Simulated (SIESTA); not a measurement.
Crystal: TiCo.

```
Co Ti
1.0
     2.98611    0.00000    0.00000
     0.00000    2.98611    0.00000
     0.00000    0.00000    2.98611
Co Ti
1 1
Direct
  0.50000 0.50000 0.50000
  0.00000 0.00000 0.00000
```

The cell comes from a database or a generator and needn't be the stable form of this composition.

Base run:

* Program: SIESTA 5.4.2
* Functional: PBE
* Potentials or basis: SG15 1.2 (PBE files) or PseudoDojo by element
* Basis: DZP (energy shift 0.003 Ry; two zetas on semicore shells)
* Grid cutoff: 800 Ry
* Energy shift: 0.003 Ry
* k mesh: 9 × 9 × 9
* Occupations: fermi-dirac, width 0.05 eV
* Spin: collinear spin, ferromagnetic start
* Starting moments: [2.0, 1.0] μB

Its results: band gap on the k mesh none (metal or under the smearing width); pressure 0.7 GPa; net moment 0.82 μB per cell; site moments Co +0.94; Ti -0.12 μB.

**Question.** The run is repeated on the same cell with these changes: potentials or basis from SG15 1.2 (PBE files) or PseudoDojo by element to SPMS 1.0 (PBE files) or PseudoDojo by element. What comes out?

**Answer.** Band gap on the k mesh none (metal or under the smearing width); pressure -3.2 GPa; net moment 0.72 μB per cell; site moments Co +0.81; Ti -0.08 μB.

Caveats: the basis of atomic orbitals isn't converged, which shifts pressures, moduli and gaps; short orbitals over semicore shells can move pressures by several GPa (some runs); the valence orbitals were made in a potential fitted to the semicore shell under them, which widens gaps by tenths of an eV or more (some runs).
